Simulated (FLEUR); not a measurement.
BeTe:

```
CELL_PARAMETERS angstrom
0.00000 2.77000 2.77000
2.77000 0.00000 2.77000
2.77000 2.77000 0.00000
ATOMIC_POSITIONS crystal
Te 0.75000 0.75000 0.75000
Be 0.00000 0.00000 0.00000
```

Base run:

| Quantity | Value |
| --- | --- |
| Program | FLEUR MaX-R8.1 (later development tree) |
| Functional | PBEsol |
| Potentials or basis | all-electron |
| Basis | FLAPW |
| Kmax | 4.1 1/bohr |
| k mesh | 8 × 8 × 8 |
| Occupations | fermi-dirac, width 0.05 eV |
| Spin | no spin polarisation |

Its results: band gap on the k mesh 1.75 eV, indirect (least direct gap 3.58 eV).

**Question.** The run is repeated on the same cell with these changes: functional from PBEsol to AM05. What comes out?

**Answer.** Band gap on the k mesh 1.81 eV, indirect (least direct gap 3.57 eV).

Caveats: spin-orbit coupling is left out, which moves the levels of the heavy elements.
